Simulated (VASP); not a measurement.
# GaAs (F-43m) in VASP: a series of runs, part 2 of 2

VASP 6.6.1. The steps go on from the part before.

## (3) Relaxation of cell and atoms, r2SCAN

This run uses another cell than the first one, of 22.78 Å³/atom, 1.008 times its volume.

Contents of INCAR:

```
PREC     = Accurate       # precision mode
ENCUT    = 600            # plane-wave cutoff, eV
EDIFF    = 1E-7           # SCF threshold, eV
ISMEAR   = 0              # smearing method
SIGMA    = 0.03           # smearing width, eV
LREAL    = F              # projectors in reciprocal space
LASPH    = T              # aspherical terms in the spheres
NELM     = 80             # most SCF steps
ALGO     = Normal         # electronic algorithm
ISIF     = 3              # what is computed and relaxed
LWAVE    = F              # write WAVECAR
LCHARG   = F              # write CHGCAR
METAGGA  = R2SCAN         # meta-GGA
LMIXTAU  = T            
IBRION   = 2              # ionic algorithm
NSW      = 90             # ionic steps
EDIFFG   = -0.005         # ionic threshold
```

Contents of KPOINTS:

```
Automatic mesh
0
Gamma
  10 10 10
```

Contents of POSCAR:

```
GaAs                                    
1.0
   -0.0000000000      2.8347133399      2.8347133399
    2.8347133399      0.0000000000      2.8347133399
    2.8347133399      2.8347133399      0.0000000000
  Ga              As            
     1     1
Direct
     0.0000000000000000    0.0000000000000000    0.0000000000000000
     0.2500000000000000    0.2500000000000000    0.2500000000000000
```

Potentials or basis: VASP PAW PBE potentials, release 64 (Ga_d, As).

Started as:

```console
cat potpaw_PBE.64/Ga_d/POTCAR potpaw_PBE.64/As/POTCAR > POTCAR
mpirun -np 1 vasp_std > vasp.out
```

Run time: 75 s. Hardware: 1 thread of Intel Xeon Platinum 8488C (Sapphire Rapids), shared host; peak memory 0.21 GiB.

It converged, with:

| Quantity | Value |
| --- | --- |
| Free energy | -27.0570 eV |
| Pressure after relaxing | 0.0 GPa |
| Band gap on the k mesh | 0.93 eV, direct |

Final structure:
```yaml
crystal:
  lattice:
    - [0.00000, 2.83471, 2.83471]
    - [2.83471, 0.00000, 2.83471]
    - [2.83471, 2.83471, 0.00000]
  atoms:
    - { symbol: Ga, position: [0.00000, 0.00000, 0.00000] }
    - { symbol: As, position: [0.25000, 0.25000, 0.25000] }
```

Levels at points of the mesh, in eV from the valence-band top:
| k point | band 7 | band 8 | band 9 | band 10 | band 11 | band 12 |
| --- | --- | --- | --- | --- | --- | --- |
| (0.00, 0.00, 0.00) | 0.00 | 0.00 | 0.00 | 0.93 | 4.04 | 4.04 |
| (0.50, 0.00, 0.00) | -6.77 | -1.17 | -1.17 | 1.34 | 4.98 | 4.98 |
| (0.50, 0.50, 0.00) | -6.95 | -2.75 | -2.75 | 1.77 | 1.95 | 10.79 |

Caveat: the relaxation stopped at its first step, so nothing moved; the PAW data sets were made with another functional, which shifts forces and pressure a little.

## (4) Relaxation of cell and atoms, PBEsol

Contents of INCAR:

```
SYSTEM = GaAs
PREC = Accurate
ENCUT = 600
EDIFF = 1E-6
ISMEAR = 0
SIGMA = 0.03
LREAL = .FALSE.
LASPH = .TRUE.
NELM = 80
ALGO = Normal
ISIF = 3
LWAVE = .FALSE.
LCHARG = .FALSE.
GGA = PS
IBRION = 2
NSW = 90
EDIFFG = -0.01
KPAR = 4
```

Contents of KPOINTS:

```
regular mesh
0
G
  10 10 10
  0 0 0
```

Contents of POSCAR:

```
GaAs
1.0
    0.0000000000      2.8268500000      2.8268500000
    2.8268500000      0.0000000000      2.8268500000
    2.8268500000      2.8268500000      0.0000000000
Ga As
1 1
Direct
    0.0000000000      0.0000000000      0.0000000000
    0.2500000000      0.2500000000      0.2500000000
```

Potentials or basis: VASP PAW PBE potentials, release 64 (Ga_d, As).

Started as:

```console
cat potpaw_PBE.64/Ga_d/POTCAR potpaw_PBE.64/As/POTCAR > POTCAR
mpirun -np 4 vasp_std > vasp.out
```

OUTCAR:

```text
SYSTEM = GaAs
   PREC = Accurate
   ENCUT = 600
   EDIFF = 1E-6
   ISMEAR = 0
   LREAL = .FALSE.
   LASPH = .TRUE.
   NELM = 80
   ISIF = 3
   GGA = PS
   IBRION = 2
   NSW = 90
   EDIFFG = -0.01

 ion  position               nearest neighbor table
   1  0.000  0.000  0.000-   2 2.45   2 2.45   2 2.45   2 2.45
   2  0.250  0.250  0.250-   1 2.45   1 2.45   1 2.45   1 2.45

  LATTYP: Found a face centered cubic cell.
 ALAT       =     5.6537000000

  Lattice vectors:

 A1 = (   0.0000000000,   2.8268500000,   2.8268500000)
 A2 = (   2.8268500000,   0.0000000000,   2.8268500000)
 A3 = (   2.8268500000,   2.8268500000,   0.0000000000)

Analysis of symmetry for initial positions (statically):
=====================================================================
 Subroutine PRICEL returns:
[... 269 lines left out ...]
      5     -10.9280      2.00000
      6      -8.9588      2.00000
      7       3.7588      2.00000
      8       3.7588      2.00000
      9       3.7588      2.00000
     10       4.1789      0.00000
     11       7.4483      0.00000
     12       7.4483      0.00000
     13       7.4483      0.00000
[... 354 lines left out ...]
  band No.  band energies     occupation
      1     -11.0987      2.00000
      2     -10.9710      2.00000
      3     -10.9695      2.00000
      4     -10.9457      2.00000
      5     -10.9185      2.00000
      6      -7.2261      2.00000
      7      -1.9197      2.00000
      8       1.1627      2.00000
      9       1.5070      2.00000
     10       5.5208      0.00000
     11       6.5347      0.00000
     12      10.9738      0.00000
     13      11.6324      0.00000

 [... further k-points ...]

------------------------ aborting loop because EDIFF is reached ----------------------------------------

  FORCE on cell =-STRESS in cart. coord.  units (eV):
  Direction    XX          YY          ZZ          XY          YZ          ZX
  --------------------------------------------------------------------------------------
  -------------------------------------------------------------------------------------
  Total        0.0038440      0.0038440      0.0038440     -0.0000000      0.0000000      0.0000000
  in kB        0.1356613      0.1356613      0.1356613     -0.0000000      0.0000000      0.0000000
  external PRESSURE =       0.1356613 kB  Pullay stress =       0.0000000 kB
[... 17 lines left out ...]
  FREE ENERGIE OF THE ION-ELECTRON SYSTEM (eV)
  ---------------------------------------------------
  free  energy   TOTEN  =        -9.0914522499 eV

  energy  without entropy=       -9.0914522499  energy(sigma->0) =       -9.09145225

 reached required accuracy - stopping structural energy minimisation
```

OSZICAR:

```text
N       E                     dE             d eps       ncg     rms          rms(c)
DAV:   1     0.833888450572E+02    0.83389E+02   -0.98374E+03  1230   0.205E+03
DAV:   2    -0.248874474419E+01   -0.85878E+02   -0.82845E+02  1323   0.347E+02
DAV:   3    -0.917122822217E+01   -0.66825E+01   -0.66232E+01  1557   0.778E+01
[... 20 lines left out ...]
DAV:   2    -0.909156862117E+01    0.42455E-03   -0.78910E-04  1522   0.689E-01    0.613E-02
DAV:   3    -0.909146299398E+01    0.10563E-03   -0.13105E-04  1602   0.237E-01    0.136E-02
DAV:   4    -0.909145350106E+01    0.94929E-05   -0.12023E-05  1431   0.541E-02    0.461E-03
DAV:   5    -0.909145225388E+01    0.12472E-05   -0.74591E-07   611   0.141E-02    0.965E-04
DAV:   6    -0.909145224992E+01    0.39586E-08   -0.15676E-07   611   0.604E-03
   3 F= -.90914522E+01 E0= -.90914522E+01  d E =-.232830E-03
```

CONTCAR:

```text
GaAs
   1.00000000000000
     0.0000000000000000    2.8313993252231198    2.8313993252231198
     2.8313993252231198    0.0000000000000000    2.8313993252231198
     2.8313993252231198    2.8313993252231198   -0.0000000000000000
  Ga              As
     1     1
Direct
     0.0000000000000000    0.0000000000000000    0.0000000000000000
     0.2500000000000000    0.2500000000000000    0.2500000000000000

  0.00000000E+00  0.00000000E+00  0.00000000E+00
  0.00000000E+00  0.00000000E+00  0.00000000E+00
```

Wall time 13 s (4 MPI ranks of AMD EPYC 9R45 (Zen 5), shared host); peak memory 0.18 GiB.

What came out:

```yaml
Free_energy: -9.0915 eV
Relaxed_volume: 22.70 Å³/atom
Relaxed_cell: a = 4.004 Å, b = 4.004 Å, c = 4.004 Å, α = 60.00°, β = 60.00°, γ = 60.00°
Space_group_after_relaxing_to_0.05_Å: F-43m (No. 216)
Energy_gained_by_relaxing: 0.1 meV/atom
Ionic_steps: 3
Pressure_after_relaxing: 0.0 GPa
Band_gap_on_the_k_mesh: 0.42 eV, direct
```

Step by step:
```csv
step,energy change (eV),largest force (eV/Å),pressure (GPa),volume (Å³)
1,0.0000,0.0000,0.33,45.18
2,-0.0002,0.0000,-0.18,45.48
3,-0.0002,0.0000,0.01,45.40
```

Final structure:
```
Ga As
1.0
     0.00000    2.83140    2.83140
     2.83140    0.00000    2.83140
     2.83140    2.83140    0.00000
Ga As
1 1
Direct
  0.00000 0.00000 0.00000
  0.25000 0.25000 0.25000
```

Caveat: the PAW data sets were made with another functional, which shifts forces and pressure a little. Zero-point motion and thermal expansion aren't in these numbers.

## (5) Relaxation of cell and atoms, PBEsol

This run uses another cell than the first one, of 22.70 Å³/atom, 1.005 times its volume.

INCAR, as its differences from that of step 4:

```diff
@@ -3,3 +3,3 @@
 ENCUT = 600
-EDIFF = 1E-6
+EDIFF = 1E-7
 ISMEAR = 0
@@ -16,3 +16,3 @@
 NSW = 90
-EDIFFG = -0.01
+EDIFFG = -0.005
 KPAR = 4
```

KPOINTS is that of step 4.

Contents of POSCAR:

```
GaAs                                    
1.0
    0.0000000000      2.8313993252      2.8313993252
    2.8313993252      0.0000000000      2.8313993252
    2.8313993252      2.8313993252     -0.0000000000
  Ga              As            
     1     1
Direct
     0.0000000000000000    0.0000000000000000    0.0000000000000000
     0.2500000000000000    0.2500000000000000    0.2500000000000000
```

Started as:

```console
cat potpaw_PBE.64/Ga_d/POTCAR potpaw_PBE.64/As/POTCAR > POTCAR
mpirun -np 4 vasp_std > vasp.out
```

Run time: 6.8 s. Hardware: 4 MPI ranks of AMD EPYC 9R45 (Zen 5), shared host; peak memory 0.17 GiB.

The run converged. Its results:

| Item | Value |
| --- | --- |
| Free energy | -9.0915 eV |
| Pressure after relaxing | 0.0 GPa |
| Band gap on the k mesh | 0.42 eV, direct |

Final structure:
```yaml
crystal:
  lattice:
    - [0.00000, 2.83140, 2.83140]
    - [2.83140, 0.00000, 2.83140]
    - [2.83140, 2.83140, 0.00000]
  atoms:
    - { symbol: Ga, position: [0.00000, 0.00000, 0.00000] }
    - { symbol: As, position: [0.25000, 0.25000, 0.25000] }
```

Levels at points of the mesh, in eV from the valence-band top:
| k point | band 5 | band 6 | band 7 | band 8 | band 9 | band 10 | band 11 | band 12 | band 13 |
| --- | --- | --- | --- | --- | --- | --- | --- | --- | --- |
| (0.00, 0.00, 0.00) | -14.69 | -12.72 | 0.00 | 0.00 | 0.00 | 0.42 | 3.69 | 3.69 | 3.69 |
| (0.50, 0.00, 0.00) | -14.68 | -10.95 | -6.65 | -1.14 | -1.14 | 0.92 | 4.58 | 4.58 | 7.58 |
| (0.50, 0.50, 0.00) | -14.67 | -10.22 | -6.83 | -2.68 | -2.68 | 1.36 | 1.57 | 10.09 | 10.09 |

Caveat: the relaxation stopped at its first step, so nothing moved; the PAW data sets were made with another functional, which shifts forces and pressure a little. A k mesh can miss the band edges.
